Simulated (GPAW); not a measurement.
The system is CrO2.

```
Cr O
1.0
     2.77988    0.00000    0.00000
    -1.38994    2.40745    0.00000
     0.00000    0.00000    4.48452
Cr O
1 2
Cartesian
  0.0000 0.0000 0.0000
  0.0000 1.6050 1.1301
  1.3899 0.8025 3.3544
```

Measurements of this composition are mostly on another form, of space group No. 136.

Base run:

```yaml
Program: GPAW 26.7.0
Functional: PBE
Potentials_or_basis: GPAW PAW data sets (gpaw-data 1.2.1)
Cutoff: 800 eV
Basis: pw
k_mesh: 8 × 8 × 4
Occupations: gaussian, width 0.05 eV
Spin: collinear spin, ferromagnetic start
Starting_moments: "[3.0, 0.0, 0.0] μB"
Hubbard_terms: Cr d U = 3 eV
```

Its results: band gap on the k mesh none (metal or under the smearing width); pressure 6.8 GPa; net moment 2.00 μB per cell; site moments Cr +2.46; O -0.19 μB; largest force 1.657 eV/Å.

Q: The run is repeated on the same cell with these changes: functional from PBE to r2SCAN; hubbard terms from Cr d U = 3 eV to Cr d U = 7 eV. What comes out?

A: Band gap on the k mesh none (metal or under the smearing width); pressure 21.7 GPa; net moment 2.00 μB per cell; site moments Cr +2.97; O -0.36 μB; largest force 0.621 eV/Å.

Several settings changed at once, so the effect can't be laid on one alone.

Caveats: a cell with one magnetic atom can't hold antiferromagnetic order, which such compounds often take; forces of over 1 eV/Å show positions far from the minimum, so gaps and moduli don't describe the material at rest (some runs); the PAW data sets were made with another functional, which shifts forces and pressure a little (some runs).
